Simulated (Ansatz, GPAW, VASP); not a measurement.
# PbSe: programs and potentials compared

```
CELL_PARAMETERS angstrom
0.00000 3.06065 3.06065
3.06065 0.00000 3.06065
3.06065 3.06065 0.00000
ATOMIC_POSITIONS crystal
Pb 0.00000 0.00000 0.00000
Se 0.50000 0.50000 0.50000
```

Alike in all runs: task single point; functional PBE; k mesh 8 × 8 × 8; occupations gaussian, width 0.03 eV; no spin polarisation; no spin-orbit coupling. Pressure is positive in compression and, in plane waves, holds the error of the finite cutoff, which Ansatz's Pulay term estimates and takes out.

```csv
program and potentials,plane-wave cutoff (eV),notes,band gap (eV),pressure (GPa)
"Ansatz, Ansatz PAW",420,15 valence electrons an atom on average,0.29,2.43
"Ansatz, all-electron LAPW, scalar-relativistic",-,-,0.28,2.43
"VASP, PBE PAW files Pb_d, Se, 520 eV",520,10 valence electrons an atom on average,0.29,2.40
"GPAW, GPAW PAW data sets (gpaw-data 1.2.1)",600,10 valence electrons an atom on average,0.24,2.22
```

The band gap spans 0.24 (GPAW, GPAW PAW data sets (gpaw-data 1.2.1)) to 0.29 eV (VASP, PBE PAW files Pb_d, Se, 520 eV), with all-electron results at 0.28. The pressure spans 2.22 (GPAW, GPAW PAW data sets (gpaw-data 1.2.1)) to 2.43 GPa (Ansatz, all-electron LAPW, scalar-relativistic), with all-electron results at 2.43. Spin-orbit coupling, left out here, moves the band edges of heavy atoms.

Differences between rows come from potentials, basis sets and numerical settings, since the functional is the same but for its coding. Runs on potential files found faulty are left out.
